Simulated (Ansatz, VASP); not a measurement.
## AlN in VASP and in Ansatz

Contents of INCAR:

```
SYSTEM = AlN
PREC     = Accurate       ! precision mode
ENCUT    = 520            ! plane-wave cutoff, eV
EDIFF    = 1E-8           ! SCF threshold, eV
ISMEAR   = -1             ! smearing method
SIGMA    = 0.01           ! smearing width, eV
LREAL    = .FALSE.        ! projectors in reciprocal space
LASPH    = .TRUE.         ! aspherical terms in the spheres
NELM     = 80             ! most SCF steps
ALGO     = Normal         ! electronic algorithm
ISIF     = 2              ! what is computed and relaxed
LWAVE    = .FALSE.        ! write WAVECAR
LCHARG   = .FALSE.        ! write CHGCAR
LEFG     = .TRUE.       
NBANDS   = 11             ! bands
```

KPOINTS

```
regular mesh
0
G
  12 12 12
  0 0 0
```

File POSCAR:

```
AlN
1.0
    0.0000000000      1.9845714768      1.9845714768
    1.9845714768      0.0000000000      1.9845714768
    1.9845714768      1.9845714768      0.0000000000
Al N
1 1
Direct
    0.0000000000      0.0000000000      0.0000000000
    0.5000000000      0.5000000000      0.5000000000
```

Input for Ansatz:

```yaml
crystal:
  lattice:
    - [0.0, 1.9845714768, 1.9845714768]
    - [1.9845714768, 0.0, 1.9845714768]
    - [1.9845714768, 1.9845714768, 0.0]
  atoms:
    - { symbol: Al, position: [0.0, 0.0, 0.0] }
    - { symbol: "N", position: [0.5, 0.5, 0.5] }
kpoints:
  mp_grid: { grid: [12, 12, 12] }
scf:
  occupations: { method: fermi_dirac, width: 0.01 }
hamiltonian:
  xc: lda
  pseudopotentials: { kind: paw }
output:
  forces: true
  stress: true
  eigenvalues: true
  efg: { contact_densities: true }
```

Change from the starting cell: volume scaled by 1.01, PAW files.

Alike in both runs: task electric field gradients; functional LDA; k mesh 12 × 12 × 12; occupations fermi-dirac, width 0.01 eV; no spin polarisation.

```csv
,VASP,Ansatz
version,VASP 6.6.1,Ansatz 0.2.0
potentials or method,"VASP PAW LDA potentials, release 64 (Al, N)","PAW with Ansatz's default frozen-core files, scalar-relativistic"
plane-wave cutoff (eV),520,420
valence electrons in the cell,8,8
```

|  | VASP | Ansatz | Ansatz less VASP |
| --- | --- | --- | --- |
| gap on the k mesh at the Fermi level (eV) | 5.01 | 5.02 | +0.013 |
| pressure (GPa) | 10.0 | 9.3 | -0.76 |
| Vzz of the field gradient on the site that differs most (V/Å²) | 0.0 | 0.0 | 0.00 |

A k mesh can miss the band edges.
